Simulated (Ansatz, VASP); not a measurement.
**Rb: VASP beside Ansatz**

```
Rb
1.0
    -2.80250    2.80250    2.80250
     2.80250   -2.80250    2.80250
     2.80250    2.80250   -2.80250
Rb
1
Direct
  0.00000 0.00000 0.00000
```

Alike in both runs: functional revPBE; k mesh 7 × 7 × 7; occupations fermi-dirac, width 0.05 eV; no spin polarisation.

|  | VASP | Ansatz |
| --- | --- | --- |
| version | VASP 6.6.1 | Ansatz 0.2.0 |
| potentials or method | VASP PAW PBE potentials, release 64 (Rb_sv), cutoff 520 eV | all-electron LAPW, scalar-relativistic |
| task | single point | band structure |

```csv
,VASP,Ansatz,Ansatz less VASP
gap on the k mesh at the Fermi level (eV),none,none,-
pressure (GPa),0.3,0.3,0.00
```

A gap of «none» marks a metal or a gap that the smearing closes. Ansatz ran all-electron here, so the differences hold the error of VASP's frozen core and of both bases.

Caveats: the PAW data sets were made with another functional, which shifts forces and pressure a little (VASP).
